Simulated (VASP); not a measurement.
Crystal: TePb.

```
Pb Te
1.0
     0.00000    3.23100    3.23100
     3.23100    0.00000    3.23100
     3.23100    3.23100    0.00000
Pb Te
1 1
Direct
  0.00000 0.00000 0.00000
  0.50000 0.50000 0.50000
```

* Program: VASP 6.6.1
* Task: relaxation of cell and atoms
* Functional: PBE0
* Potentials or basis: VASP PAW PBE potentials, release 64 (Pb_d, Te)
* Cutoff: 600 eV
* k mesh: 4 × 4 × 4
* Occupations: fermi-dirac, width 0.05 eV
* Spin: no spin polarisation

At the start: pressure 0.9 GPa; volume 33.73 Å³/atom.

Task: How do energy, volume and symmetry change on relaxing?

Result: Over 4 steps the energy falls by 2.1 meV/atom and the volume is 34.42 Å³/atom (+2.1 %); space group Fm-3m (No. 225, to 0.05 Å).

The path:
```tsv
step	energy change (eV)	largest force (eV/Å)	pressure (GPa)	volume (Å³)
1	0.0000	0.0000	0.93	67.46
2	-0.0037	0.0000	-0.18	69.39
3	-0.0042	0.0000	-0.07	68.96
4	-0.0042	0.0000	-0.04	68.85
```

Final structure:
```
Pb Te
1.0
     0.00000    3.25300    3.25300
     3.25300    0.00000    3.25300
     3.25300    3.25300    0.00000
Pb Te
1 1
Direct
  0.00000 0.00000 0.00000
  0.50000 0.50000 0.50000
```

Caveat: the k mesh is coarse (spacing up to 0.42 Å⁻¹), so the values aren't converged, least of all with exact exchange; the PAW data sets were made with another functional, which shifts forces and pressure a little.
